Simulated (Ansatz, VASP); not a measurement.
# Nb in VASP and in Ansatz

```
CELL_PARAMETERS angstrom
-1.63642 1.63642 1.63642
1.63642 -1.63642 1.63642
1.63642 1.63642 -1.63642
ATOMIC_POSITIONS crystal
Nb 0.00000 0.00000 0.00000
```

Alike in both runs: functional PBEsol; k mesh 24 × 24 × 24; occupations fermi-dirac, width 0.1 eV; no spin polarisation.

Ansatz relaxed the structure, and its values are those at the end. VASP's run is a single point on that final structure, the one shown.

|  | VASP | Ansatz |
| --- | --- | --- |
| version | VASP 6.6.1 | Ansatz 0.2.0 |
| potentials or method | VASP PAW PBE potentials, release 64 (Nb_sv) | PAW with Ansatz's default frozen-core files, scalar-relativistic |
| plane-wave cutoff (eV) | 520 | 420 |
| valence electrons in the cell | 13 | 13 |

```tsv
	VASP	Ansatz	Ansatz less VASP
pressure (GPa)	-0.3	0.0	+0.31
```

With one functional, cell and mesh, what is left measures potentials, basis and numerics.

Caveats: the PAW data sets were made with another functional, which shifts forces and pressure a little (VASP).
